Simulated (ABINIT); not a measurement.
Runs of ABINIT 10.8.3 (patched build) on Ge. Symmetry: Fd-3m, No. 227, cubic system. The conventional cell has a = 5.658 Å, b = 5.658 Å, c = 5.658 Å, α = 90.00°, β = 90.00°, γ = 90.00°. Ge (site symmetry -43m) is surrounded by 4 Ge at 2.45 Å. 

```csv
task,level,potentials or basis,spin,cell,cutoff (eV),fine-grid cutoff,cell freedom (optcell),optimiser (ionmov),cutoff smearing ecutsm (Ha),force stop (Ha/bohr),gap on the mesh (eV),pressure (GPa)
single point,PBEsol,PseudoDojo NC SR PBEsol v0.4.1 standard,off,as given,1061,-,-,-,-,-,none,(a)
single point,WC,PseudoDojo NC SR PBEsol v0.4.1 standard,off,cell stretched,1061,-,-,-,-,-,none,-1.7
single point,LDA,JTH PAW LDA v2.0,"SOC, no magnetisation",cell squeezed,435,870.764 eV,-,-,-,-,none,-
single point,PBEsol,PseudoDojo NC SR PBEsol v0.4.1 standard,off,cell relaxed,1061,-,-,-,-,-,none,0.0
relaxation of cell and atoms,PBEsol,PseudoDojo NC SR PBEsol v0.4.1 standard,off,relaxed,1061,-,2,2,0.5,2e-05,none,0.0
```

Alike in all rows: k mesh 6 × 6 × 6; smearing fermi-dirac 0.05 eV.

Question: Fill in the values left out.

Answer: (a) 0.7.

Caveats: this crystal is a semiconductor, whose small gap the functional closes, so the metal is an error of the method; the potentials were made for another functional, which shifts forces and pressure (some runs); the atomic spheres overlap (some runs).

A k mesh can miss the band edges, and rows without SOC leave out spin-orbit coupling on Ge.

A gap of «none» marks a metal or a gap under the smearing width.
